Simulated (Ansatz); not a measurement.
# InSe: the cost of one run

Computed with Ansatz 0.2.0 (DFT PBE, scalar-relativistic, plane waves, PAW, unless a step's input says otherwise).

The COD entry's cell or inner coordinates are ideal or old and differ from later refinements, so a difference from it is no clean test against experiment.

### 1 The structure to begin with

It takes space group R3m (No. 160, trigonal). Conventional cell: a = 4.000 Å, b = 4.000 Å, c = 25.320 Å, α = 90.00°, β = 90.00°, γ = 120.00°. In (site symmetry 3m) has 3 Se at 2.64 Å and 1 In at 2.82 Å in its first shell of neighbours. In (site symmetry 3m) is surrounded by 3 Se at 2.63 Å and 1 In at 2.82 Å. Se (site symmetry 3m) is surrounded by 3 In at 2.64 Å. Se (site symmetry 3m) is surrounded by 3 In at 2.63 Å.

Coordinates:

```cif
data_structure
_symmetry_space_group_name_H-M 'P 1'
_symmetry_Int_Tables_number 1
_cell_length_a 8.0000
_cell_length_b 13.8564
_cell_length_c 17.0372
_cell_angle_alpha 93.886
_cell_angle_beta 96.741
_cell_angle_gamma 90.000
_cell_volume 1871.17
loop_
_atom_site_label
_atom_site_type_symbol
_atom_site_fract_x
_atom_site_fract_y
_atom_site_fract_z
_atom_site_occupancy
In1 In 0.00000 0.00000 0.00000 1
In2 In 0.50000 0.00000 0.00000 1
In3 In 0.25000 0.25000 0.00000 1
In4 In 0.37500 0.12500 0.50000 1
In5 In 0.75000 0.25000 0.00000 1
In6 In 0.87500 0.12500 0.50000 1
In7 In 0.50000 0.50000 0.00000 1
In8 In 0.62500 0.37500 0.50000 1
In9 In 0.00000 0.50000 0.00000 1
In10 In 0.12500 0.37500 0.50000 1
In11 In 0.75000 0.75000 0.00000 1
In12 In 0.87500 0.62500 0.50000 1
In13 In 0.25000 0.75000 0.00000 1
In14 In 0.37500 0.62500 0.50000 1
In15 In 0.12500 0.87500 0.50000 1
In16 In 0.62500 0.87500 0.50000 1
In17 In 0.04177 0.01392 0.16710 1
In18 In 0.54178 0.01392 0.16710 1
In19 In 0.29178 0.26393 0.16710 1
In20 In 0.41678 0.13892 0.66710 1
In21 In 0.79178 0.26393 0.16710 1
In22 In 0.91678 0.13892 0.66710 1
In23 In 0.54178 0.51392 0.16710 1
In24 In 0.66678 0.38893 0.66710 1
In25 In 0.04177 0.51392 0.16710 1
In26 In 0.16677 0.38893 0.66710 1
In27 In 0.79178 0.76392 0.16710 1
In28 In 0.91678 0.63892 0.66710 1
In29 In 0.29177 0.76392 0.16710 1
In30 In 0.41677 0.63892 0.66710 1
In31 In 0.16677 0.88892 0.66710 1
In32 In 0.66677 0.88892 0.66710 1
Se1 Se 0.23119 0.07706 0.92475 1
Se2 Se 0.73119 0.07706 0.92475 1
Se3 Se 0.48119 0.32706 0.92475 1
Se4 Se 0.60619 0.20206 0.42475 1
Se5 Se 0.98119 0.32706 0.92475 1
Se6 Se 0.10619 0.20206 0.42475 1
Se7 Se 0.73119 0.57706 0.92475 1
Se8 Se 0.85619 0.45206 0.42475 1
Se9 Se 0.23119 0.57706 0.92475 1
Se10 Se 0.35619 0.45206 0.42475 1
Se11 Se 0.98119 0.82706 0.92475 1
Se12 Se 0.10619 0.70206 0.42475 1
Se13 Se 0.48119 0.82706 0.92475 1
Se14 Se 0.60619 0.70206 0.42475 1
Se15 Se 0.35619 0.95206 0.42475 1
Se16 Se 0.85619 0.95206 0.42475 1
Se17 Se 0.31054 0.10351 0.24215 1
Se18 Se 0.81054 0.10351 0.24215 1
Se19 Se 0.56054 0.35351 0.24215 1
Se20 Se 0.68554 0.22851 0.74215 1
Se21 Se 0.06054 0.35351 0.24215 1
Se22 Se 0.18554 0.22851 0.74215 1
Se23 Se 0.81054 0.60351 0.24215 1
Se24 Se 0.93554 0.47851 0.74215 1
Se25 Se 0.31054 0.60351 0.24215 1
Se26 Se 0.43554 0.47851 0.74215 1
Se27 Se 0.06054 0.85351 0.24215 1
Se28 Se 0.18554 0.72851 0.74215 1
Se29 Se 0.56054 0.85351 0.24215 1
Se30 Se 0.68554 0.72851 0.74215 1
Se31 Se 0.43554 0.97851 0.74215 1
Se32 Se 0.93554 0.97851 0.74215 1
```

The runs take a perfect supercell of 64 atoms; the defect goes to fractional position (0.000, 0.000, 0.000).

### 2 The perfect supercell

Input file input.yaml:

```yaml
crystal:
  lattice:
    - [-4.0, -6.928203, 0.0]
    - [12.0, -6.928203, 0.0]
    - [0.0, 2.309401, 16.88]
  atoms:
    - { symbol: In, position: [0.0, 0.0, 0.0] }
    - { symbol: In, position: [0.5, 0.0, 0.0] }
    - { symbol: In, position: [0.25, 0.25, 0.0] }
    - { symbol: In, position: [0.375, 0.125, 0.5] }
    - { symbol: In, position: [0.75, 0.25, 0.0] }
    - { symbol: In, position: [0.875, 0.125, 0.5] }
    - { symbol: In, position: [0.5, 0.5, 0.0] }
    - { symbol: In, position: [0.625, 0.375, 0.5] }
    - { symbol: In, position: [0.0, 0.5, 0.0] }
    - { symbol: In, position: [0.125, 0.375, 0.5] }
    - { symbol: In, position: [0.75, 0.75, 0.0] }
    - { symbol: In, position: [0.875, 0.625, 0.5] }
    - { symbol: In, position: [0.25, 0.75, 0.0] }
    - { symbol: In, position: [0.375, 0.625, 0.5] }
    - { symbol: In, position: [0.125, 0.875, 0.5] }
    - { symbol: In, position: [0.625, 0.875, 0.5] }
    - { symbol: In, position: [0.041775, 0.013925, 0.1671] }
    - { symbol: In, position: [0.541775, 0.013925, 0.1671] }
    - { symbol: In, position: [0.291775, 0.263925, 0.1671] }
    - { symbol: In, position: [0.416775, 0.138925, 0.6671] }
    - { symbol: In, position: [0.791775, 0.263925, 0.1671] }
    - { symbol: In, position: [0.916775, 0.138925, 0.6671] }
    - { symbol: In, position: [0.541775, 0.513925, 0.1671] }
    - { symbol: In, position: [0.666775, 0.388925, 0.6671] }
    - { symbol: In, position: [0.041775, 0.513925, 0.1671] }
    - { symbol: In, position: [0.166775, 0.388925, 0.6671] }
    - { symbol: In, position: [0.791775, 0.763925, 0.1671] }
    - { symbol: In, position: [0.916775, 0.638925, 0.6671] }
    - { symbol: In, position: [0.291775, 0.763925, 0.1671] }
    - { symbol: In, position: [0.416775, 0.638925, 0.6671] }
    - { symbol: In, position: [0.166775, 0.888925, 0.6671] }
    - { symbol: In, position: [0.666775, 0.888925, 0.6671] }
    - { symbol: Se, position: [0.231187, 0.077062, 0.924748] }
    - { symbol: Se, position: [0.731187, 0.077062, 0.924748] }
    - { symbol: Se, position: [0.481188, 0.327063, 0.924752] }
    - { symbol: Se, position: [0.606187, 0.202062, 0.424748] }
    - { symbol: Se, position: [0.981188, 0.327063, 0.924752] }
    - { symbol: Se, position: [0.106187, 0.202062, 0.424748] }
    - { symbol: Se, position: [0.731187, 0.577062, 0.924748] }
    - { symbol: Se, position: [0.856188, 0.452063, 0.424752] }
    - { symbol: Se, position: [0.231187, 0.577062, 0.924748] }
    - { symbol: Se, position: [0.356188, 0.452063, 0.424752] }
    - { symbol: Se, position: [0.981187, 0.827062, 0.924748] }
    - { symbol: Se, position: [0.106187, 0.702062, 0.424748] }
    - { symbol: Se, position: [0.481187, 0.827062, 0.924748] }
    - { symbol: Se, position: [0.606187, 0.702062, 0.424748] }
    - { symbol: Se, position: [0.356187, 0.952062, 0.424748] }
    - { symbol: Se, position: [0.856187, 0.952062, 0.424748] }
    - { symbol: Se, position: [0.310537, 0.103512, 0.242148] }
    - { symbol: Se, position: [0.810538, 0.103513, 0.242152] }
    - { symbol: Se, position: [0.560537, 0.353512, 0.242148] }
    - { symbol: Se, position: [0.685537, 0.228512, 0.742148] }
    - { symbol: Se, position: [0.060537, 0.353512, 0.242148] }
    - { symbol: Se, position: [0.185537, 0.228512, 0.742148] }
    - { symbol: Se, position: [0.810537, 0.603512, 0.242148] }
    - { symbol: Se, position: [0.935537, 0.478512, 0.742148] }
    - { symbol: Se, position: [0.310537, 0.603512, 0.242148] }
    - { symbol: Se, position: [0.435537, 0.478512, 0.742148] }
    - { symbol: Se, position: [0.060537, 0.853512, 0.242148] }
    - { symbol: Se, position: [0.185537, 0.728512, 0.742148] }
    - { symbol: Se, position: [0.560537, 0.853512, 0.242148] }
    - { symbol: Se, position: [0.685537, 0.728512, 0.742148] }
    - { symbol: Se, position: [0.435537, 0.978512, 0.742148] }
    - { symbol: Se, position: [0.935537, 0.978512, 0.742148] }
basis:
  ecutwfc: 420
  fft_grid_basis: typed
kpoints:
  mp_grid: { grid: [2, 1, 1] }
hamiltonian:
  xc: pbe
  pseudopotentials: { kind: paw }
scf:
  occupations: { method: gaussian, width: 0.05 }
output:
  forces: true
  stress: false
  eigenvalues: true
  bader: false
  write_density: true
  volumetric_format: npy
```

Started as:

```
> ansatz run input.yaml --threads 8 --pin off --max-ram 16384MiB --backend cpu --events-out ev --progress --plain --runs-dir out
```

**Question.** How long does this run take on 8 threads of Arm Neoverse V2, shared host, and how much memory does it need?

About 25 s, with a peak of 8.5 GiB.
